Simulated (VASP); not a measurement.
# Ge (Fd-3m) in VASP: further runs

Runs on Ge. Level: PBE. Tasks: band structure, optical spectrum.

Program: VASP 6.6.1. These are calculated values, not measurements. Logs are shortened: lines on timing, memory, paths and dates and some standing lists are left out, and cuts for length are marked.

**The experiment to reproduce.**

“Temperature-dependent photoluminescence in Ge: experiment and theory”, 2020, arxiv:2003.00143 reports, for a bulk crystal of Ge at 0 K: band gap 0.744 eV (indirect).

From “Electronic and optical properties of SixGe1-x-ySny alloys lattice-matched to Ge”, 2021, arxiv:2109.02782, for a bulk crystal of Ge at 293 K: band gap 0.666 eV (indirect).

How close the calculation comes is told below.

## Step 1: Starting point

Symmetry: Fd-3m, No. 227, cubic system. Conventional cell: a = 5.658 Å, b = 5.658 Å, c = 5.658 Å, α = 90.00°, β = 90.00°, γ = 90.00°. Ge (site symmetry -43m) has 4 Ge at 2.45 Å as nearest neighbours.

## Step 2: Band structure, PBE

Input file POSCAR:

```
Ge
1.0
    0.0000000000      2.8289100000      2.8289100000
    2.8289100000      0.0000000000      2.8289100000
    2.8289100000      2.8289100000      0.0000000000
Ge
2
Direct
    0.0000000000      0.0000000000      0.0000000000
    0.2500000000      0.2500000000      0.2500000000
```

Input file INCAR.step1:

```
SYSTEM = Ge
PREC = Accurate
ENCUT = 520
EDIFF = 1E-7
ISMEAR = 0
SIGMA = 0.02
LREAL = .False.
LASPH = .True.
NELM = 80
ALGO = Normal
ISIF = 2
LWAVE = .False.
LCHARG = .True.
GGA = PE
NBANDS = 21
```

Input file KPOINTS.step1:

```
Automatic mesh
0
Gamma
  10 10 10
  0 0 0
```

Input file INCAR.step2:

```
SYSTEM = Ge
PREC = Accurate
ENCUT = 520
EDIFF = 1E-7
ISMEAR = 0
SIGMA = 0.05
LREAL = .False.
LASPH = .True.
NELM = 80
ALGO = Normal
ISIF = 2
LWAVE = .False.
LCHARG = .False.
GGA = PE
NBANDS = 21
ICHARG = 11
```

Input file KPOINTS.step2:

```
path GXWKGLUWLK,UX
10
line-mode
reciprocal
 0.0000000000  0.0000000000  0.0000000000  G
 0.5000000000  0.0000000000  0.5000000000  X

 0.5000000000  0.0000000000  0.5000000000  X
 0.5000000000  0.2500000000  0.7500000000  W

 0.5000000000  0.2500000000  0.7500000000  W
 0.3750000000  0.3750000000  0.7500000000  K

 0.3750000000  0.3750000000  0.7500000000  K
 0.0000000000  0.0000000000  0.0000000000  G

 0.0000000000  0.0000000000  0.0000000000  G
 0.5000000000  0.5000000000  0.5000000000  L

 0.5000000000  0.5000000000  0.5000000000  L
 0.6250000000  0.2500000000  0.6250000000  U

 0.6250000000  0.2500000000  0.6250000000  U
 0.5000000000  0.2500000000  0.7500000000  W

 0.5000000000  0.2500000000  0.7500000000  W
 0.5000000000  0.5000000000  0.5000000000  L

 0.5000000000  0.5000000000  0.5000000000  L
 0.3750000000  0.3750000000  0.7500000000  K

 0.6250000000  0.2500000000  0.6250000000  U
 0.5000000000  0.0000000000  0.5000000000  X
```

Potentials or basis: VASP PAW PBE potentials, release 64 (Ge_d).

Started as:

```bash
> cat potpaw_PBE.64/Ge_d/POTCAR > POTCAR
> cp INCAR.step1 INCAR
> cp KPOINTS.step1 KPOINTS
> mpirun -np 1 vasp_std > vasp.out
> cp INCAR.step2 INCAR
> cp KPOINTS.step2 KPOINTS
> mpirun -np 1 vasp_std > vasp.out
```

OUTCAR:

```text
SYSTEM = Ge
   PREC = Accurate
   ENCUT = 520
   EDIFF = 1E-7
   ISMEAR = 0
   LREAL = .False.
   LASPH = .True.
   NELM = 80
   ISIF = 2
   GGA = PE
   ICHARG = 11

 ion  position               nearest neighbor table
   1  0.000  0.000  0.000-   2 2.45   2 2.45   2 2.45   2 2.45
   2  0.250  0.250  0.250-   1 2.45   1 2.45   1 2.45   1 2.45

  LATTYP: Found a face centered cubic cell.
 ALAT       =     5.6578200000

  Lattice vectors:

 A1 = (   0.0000000000,   2.8289100000,   2.8289100000)
 A2 = (   2.8289100000,   0.0000000000,   2.8289100000)
 A3 = (   2.8289100000,   2.8289100000,   0.0000000000)

Analysis of symmetry for initial positions (statically):
=====================================================================
 Subroutine PRICEL returns:
 Original cell was already a primitive cell.

 Routine SETGRP: Setting up the symmetry group for a
 face centered cubic supercell.

 Subroutine GETGRP returns: Found 48 space group operations
 (whereof 24 operations were pure point group operations)
 out of a pool of 48 trial point group operations.

The static configuration has the point symmetry T_d .
 The point group associated with its full space group is O_h .

Analysis of symmetry for dynamics (positions and initial velocities):
=====================================================================
 Subroutine PRICEL returns:
 Original cell was already a primitive cell.

 Routine SETGRP: Setting up the symmetry group for a
 face centered cubic supercell.

 Subroutine GETGRP returns: Found 48 space group operations
 (whereof 24 operations were pure point group operations)
 out of a pool of 48 trial point group operations.

The dynamic configuration has the point symmetry T_d .
 The point group associated with its full space group is O_h .

 Subroutine INISYM returns: Found 48 space group operations
 (whereof 24 operations are pure point group operations),
 and found     1 'primitive' translations

----------------------------------------------------------------------------------------

                                     Primitive cell

  volume of cell :      45.2780

  direct lattice vectors                    reciprocal lattice vectors
     0.000000000  2.828910000  2.828910000    -0.176746521  0.176746521  0.176746521
     2.828910000  0.000000000  2.828910000     0.176746521 -0.176746521  0.176746521
     2.828910000  2.828910000  0.000000000     0.176746521  0.176746521 -0.176746521

  length of vectors
     4.000682889  4.000682889  4.000682889     0.306133954  0.306133954  0.306133954

  position of ions in fractional coordinates (direct lattice)
     0.000000000  0.000000000  0.000000000
     0.250000000  0.250000000  0.250000000

  ion indices of the primitive-cell ions
   primitive index   ion index
                 1           1
                 2           2

----------------------------------------------------------------------------------------

 KPOINTS: path GXWKGLUWLK,UX

Interpolating k-points between supplied coordinates.

 Line segments in fractional coordinates (reciprocal lattice):
    0.000000  0.000000  0.000000  ...  0.500000  0.000000  0.500000
    0.500000  0.000000  0.500000  ...  0.500000  0.250000  0.750000
    0.500000  0.250000  0.750000  ...  0.375000  0.375000  0.750000
    0.375000  0.375000  0.750000  ...  0.000000  0.000000  0.000000
    0.000000  0.000000  0.000000  ...  0.500000  0.500000  0.500000
    0.500000  0.500000  0.500000  ...  0.625000  0.250000  0.625000
    0.625000  0.250000  0.625000  ...  0.500000  0.250000  0.750000
    0.500000  0.250000  0.750000  ...  0.500000  0.500000  0.500000
    0.500000  0.500000  0.500000  ...  0.375000  0.375000  0.750000
    0.625000  0.250000  0.625000  ...  0.500000  0.000000  0.500000

 Generated    10 points on each line segment, for a total of    100 k-points:

 Following reciprocal coordinates:
            Coordinates               Weight
  0.000000  0.000000  0.000000      0.010000
  0.055556  0.000000  0.055556      0.010000
  0.111111  0.000000  0.111111      0.010000
  0.166667  0.000000  0.166667      0.010000
  0.222222  0.000000  0.222222      0.010000
  0.277778  0.000000  0.277778      0.010000
[... 16 lines left out ...]
  0.472222  0.277778  0.750000      0.010000
  0.458333  0.291667  0.750000      0.010000
 [... further k-points ...]
   k-points           NKPTS =    100   k-points in BZ     NKDIM =    100   number of bands    NBANDS=     21
   number of dos      NEDOS =    301   number of ions     NIONS =      2
   total plane-waves  NPLWV =  27000
   dimension x,y,z NGX =    30 NGY =   30 NGZ =   30
   dimension x,y,z NGXF=    60 NGYF=   60 NGZF=   60
   ions per type =               2
   NGX,Y,Z   is equivalent  to a cutoff of  12.47, 12.47, 12.47 a.u.
   NGXF,Y,Z  is equivalent  to a cutoff of  24.93, 24.93, 24.93 a.u.
 SYSTEM =  Ge
   PREC   = accura    normal or accurate (medium, high low for compatibility)
   ISTART =      0    job   : 0-new  1-cont  2-samecut
   ICHARG =     11    charge: 1-file 2-atom 10-const
   ISPIN  =      1    spin polarized calculation?
   LNONCOLLINEAR =      F non collinear calculations
   LSORBIT =      F    spin-orbit coupling
   LASPH  =      T    aspherical Exc in radial PAW
   ENCUT  =  520.0 eV  38.22 Ry    6.18 a.u.   7.44  7.44  7.44*2*pi/ulx,y,z
   NELM   =     80;   NELMIN=  2; NELMDL=  0     # of ELM steps
   EDIFF  = 0.1E-06   stopping-criterion for ELM
   LREAL  =      F    real-space projection
   EDIFFG = 0.1E-05   stopping-criterion for IOM
   NSW    =      0    number of steps for IOM
   IBRION =     -1    ionic relax: 0-MD 1-quasi-New 2-CG
   NFREE  =      0    steps in history (QN), initial steepest desc. (CG)
   ISIF   =      2    stress and relaxation
   ISYM   =      2    0-nonsym 1-usesym 2-fastsym
   POTIM  = 0.5000    time-step for ionic-motion
   TEBEG  =    0.0;   TEEND  =   0.0 temperature during run
   PSTRESS=    0.0 pullay stress
   NELECT =      28.0000    total number of electrons
   NUPDOWN=      -1.0000    fix difference up-down
   EMIN   =  10.00;   EMAX   =-10.00  energy-range for DOS
   EFERMI =   0.00;   METHOD = LEGACY
   ISMEAR =     0;   SIGMA  =   0.05  broadening in eV -4-tet -1-fermi 0-gaus
   EFERMI_NEDOS =   21; number of points for ismear=-14 and -15
   IALGO  =     38    algorithm
   IMIX   =      4    mixing-type and parameters
     AMIX     =   0.40;   BMIX     =  1.00
     AMIX_MAG =   1.60;   BMIX_MAG =  1.00
  volume/ion in A,a.u.               =      22.64       152.78
  Fermi-wavevector in a.u.,A,eV,Ry     =   1.394756  2.635708 26.468033  1.945346
  Thomas-Fermi vector in A             =   2.518275
   LORBIT       =      0    0 simple, 1 ext, 2 COOP (PROOUT), +10 PAW based schemes
   GGA     = PE    functional components
   LHFCALC =     F    Hartree Fock is set to
   AEXX    =    0.0000 exact exchange contribution
   IVDW    =     0    specifies the selected vdW correction
   LEPSILON=     F    determine dielectric tensor
   LRPA    =     F    only Hartree local field effects (RPA)
 non-spin polarized calculation
 Gauss-broadening in eV      SIGMA  =   0.05
  energy-cutoff  :      520.00
  volume of cell :       45.28
 maximum number of plane-waves:      1243

 number of electron      28.0000022 magnetization

 Free energy of the ion-electron system (eV)
  ---------------------------------------------------
  ext. energy  EPLUGINS =         0.00000000
  ---------------------------------------------------
  free energy    TOTEN  =        -9.05221738 eV

  energy without entropy =       -9.04979959  energy(sigma->0) =       -9.05100848

 E-fermi :   5.0243     XC(G=0):  -9.9243

 val. band max:        4.9888955113   @ k =   0.0000   0.0000   0.0000
 cond. band min:       5.0258679521   @ k =   0.0000   0.0000   0.0000
 fundamental gap:      0.0369724408
 Fermi energy:         5.0242566137

 k-point     1 :       0.0000    0.0000    0.0000
  band No.  band energies     occupation
      1     -19.8226      2.00000
      2     -19.8226      2.00000
      3     -19.8226      2.00000
      4     -19.7861      2.00000
      5     -19.7861      2.00000
      6     -19.5761      2.00000
[... 13 lines left out ...]
     20      14.4750      0.00000
     21      14.4750      0.00000

 k-point     2 :       0.0556    0.0000    0.0556
  band No.  band energies     occupation
      1     -19.8251      2.00000
      2     -19.8238      2.00000
      3     -19.8238      2.00000
      4     -19.7843      2.00000
      5     -19.7804      2.00000
      6     -19.5865      2.00000
[... 13 lines left out ...]
     20      13.6968      0.00000
     21      14.5274      0.00000

 k-point     3 :       0.1111    0.0000    0.1111
  band No.  band energies     occupation
      1     -19.8292      2.00000
      2     -19.8272      2.00000
      3     -19.8272      2.00000
      4     -19.7790      2.00000
      5     -19.7667      2.00000
      6     -19.6049      2.00000
[... 13 lines left out ...]
     20      12.6126      0.00000
     21      14.6848      0.00000

 k-point     4 :       0.1667    0.0000    0.1667
  band No.  band energies     occupation
      1     -19.8321      2.00000
      2     -19.8321      2.00000
      3     -19.8315      2.00000
      4     -19.7704      2.00000
      5     -19.7487      2.00000
      6     -19.6266      2.00000
[... 13 lines left out ...]
     20      13.4006      0.00000
     21      14.9473      0.00000

 k-point     5 :       0.2222    0.0000    0.2222
  band No.  band energies     occupation
      1     -19.8379      2.00000
      2     -19.8379      2.00000
      3     -19.8306      2.00000
      4     -19.7587      2.00000
      5     -19.7280      2.00000
      6     -19.6504      2.00000
[... 13 lines left out ...]
     20      14.5445      0.00000
     21      15.3152      0.00000
[... 382 lines left out ...]
     20      16.0314      0.00000
     21      17.9804      0.00000

 k-point    22 :       0.4861    0.2639    0.7500
  band No.  band energies     occupation
      1     -19.8710      2.00000
      2     -19.8694      2.00000
      3     -19.7335      2.00000
      4     -19.7242      2.00000
      5     -19.6822      2.00000
      6     -19.6758      2.00000
[... 13 lines left out ...]
     20      16.2595      0.00000
     21      17.7581      0.00000

 k-point    23 :       0.4722    0.2778    0.7500
  band No.  band energies     occupation
      1     -19.8716      2.00000
      2     -19.8681      2.00000
      3     -19.7392      2.00000
      4     -19.7205      2.00000
      5     -19.6841      2.00000
      6     -19.6729      2.00000
[... 13 lines left out ...]
     20      16.3666      0.00000
     21      17.6263      0.00000

 k-point    24 :       0.4583    0.2917    0.7500
  band No.  band energies     occupation
      1     -19.8721      2.00000
      2     -19.8664      2.00000
      3     -19.7452      2.00000
      4     -19.7175      2.00000
      5     -19.6851      2.00000
      6     -19.6705      2.00000
[... 13 lines left out ...]
     20      16.2756      0.00000
     21      17.6660      0.00000

 [... further k-points ...]

------------------------ aborting loop because EDIFF is reached ----------------------------------------

  FORCE on cell =-STRESS in cart. coord.  units (eV):
  Direction    XX          YY          ZZ          XY          YZ          ZX
  --------------------------------------------------------------------------------------
  -------------------------------------------------------------------------------------
  Total        1.2813627      1.2813627      1.2813627     -0.0000000     -0.0000000      0.0000000
  in kB       45.3414350     45.3414350     45.3414350     -0.0000000     -0.0000000      0.0000000
  external PRESSURE =      45.3414350 kB  Pullay stress =       0.0000000 kB

 VOLUME and BASIS-vectors are now :
 -----------------------------------------------------------------------------
  energy-cutoff  :      520.00
  volume of cell :       45.28
      direct lattice vectors                 reciprocal lattice vectors
     0.000000000  2.828910000  2.828910000    -0.176746521  0.176746521  0.176746521
     2.828910000  0.000000000  2.828910000     0.176746521 -0.176746521  0.176746521
     2.828910000  2.828910000  0.000000000     0.176746521  0.176746521 -0.176746521

 POSITION                                       TOTAL-FORCE (eV/Angst)
 -----------------------------------------------------------------------------------
      0.00000      0.00000      0.00000        -0.000000     -0.000000     -0.000000
      1.41446      1.41446      1.41446         0.000000      0.000000      0.000000
 -----------------------------------------------------------------------------------
    total drift:                                0.000000      0.000000      0.000000

  FREE ENERGIE OF THE ION-ELECTRON SYSTEM (eV)
  ---------------------------------------------------
  free  energy   TOTEN  =        -9.0522173814 eV

  energy  without entropy=       -9.0497995856  energy(sigma->0) =       -9.05100848
```

It took 39 s on 1 thread of Intel Xeon 6975P-C (Granite Rapids), shared host; peak memory 0.2 GiB.

Results:

* Band gap on the k mesh: 0.03 eV, direct
* Band gap along the path: 0.04 eV, direct

Levels at the corners of the path, in eV from the valence-band top:
| point | band 10 | band 11 | band 12 | band 13 | band 14 | band 15 | band 16 | band 17 | band 18 | band 19 |
| --- | --- | --- | --- | --- | --- | --- | --- | --- | --- | --- |
| Γ | -24.55 | -12.77 | 0.00 | 0.00 | 0.00 | 0.04 | 2.56 | 2.56 | 2.56 | 6.43 |
| X | -24.51 | -8.88 | -8.88 | -3.07 | -3.07 | 0.76 | 0.76 | 9.52 | 9.52 | 11.61 |
| X | -24.51 | -8.88 | -8.88 | -3.07 | -3.07 | 0.76 | 0.76 | 9.52 | 9.52 | 11.61 |
| W | -24.50 | -8.79 | -8.79 | -3.90 | -3.90 | 4.33 | 4.33 | 4.73 | 4.73 | 11.04 |
| W | -24.50 | -8.79 | -8.79 | -3.90 | -3.90 | 4.33 | 4.33 | 4.73 | 4.73 | 11.04 |
| K | -24.50 | -9.35 | -8.29 | -4.33 | -2.63 | 1.17 | 4.09 | 7.22 | 7.39 | 8.19 |
| K | -24.50 | -9.35 | -8.29 | -4.33 | -2.63 | 1.17 | 4.09 | 7.22 | 7.39 | 8.19 |
| Γ | -24.55 | -12.77 | 0.00 | 0.00 | 0.00 | 0.04 | 2.56 | 2.56 | 2.56 | 6.43 |
| Γ | -24.55 | -12.77 | 0.00 | 0.00 | 0.00 | 0.04 | 2.56 | 2.56 | 2.56 | 6.43 |
| L | -24.52 | -10.68 | -7.59 | -1.40 | -1.40 | 0.19 | 3.75 | 3.75 | 7.14 | 10.57 |
| L | -24.52 | -10.68 | -7.59 | -1.40 | -1.40 | 0.19 | 3.75 | 3.75 | 7.14 | 10.57 |
| U | -24.50 | -9.35 | -8.29 | -4.33 | -2.63 | 1.17 | 4.09 | 7.22 | 7.39 | 8.19 |
| U | -24.50 | -9.35 | -8.29 | -4.33 | -2.63 | 1.17 | 4.09 | 7.22 | 7.39 | 8.19 |
| W | -24.50 | -8.79 | -8.79 | -3.90 | -3.90 | 4.33 | 4.33 | 4.73 | 4.73 | 11.04 |
| W | -24.50 | -8.79 | -8.79 | -3.90 | -3.90 | 4.33 | 4.33 | 4.73 | 4.73 | 11.04 |
| L | -24.52 | -10.68 | -7.59 | -1.40 | -1.40 | 0.19 | 3.75 | 3.75 | 7.14 | 10.57 |
| L | -24.52 | -10.68 | -7.59 | -1.40 | -1.40 | 0.19 | 3.75 | 3.75 | 7.14 | 10.57 |
| K | -24.50 | -9.35 | -8.29 | -4.33 | -2.63 | 1.17 | 4.09 | 7.22 | 7.39 | 8.19 |
| U | -24.50 | -9.35 | -8.29 | -4.33 | -2.63 | 1.17 | 4.09 | 7.22 | 7.39 | 8.19 |
| X | -24.51 | -8.88 | -8.88 | -3.07 | -3.07 | 0.76 | 0.76 | 9.52 | 9.52 | 11.61 |

Caveat: the log is that of the step along the path at fixed density, whose energy, stress, charges and moments have no meaning.

(Continued in part 2 of 2.)
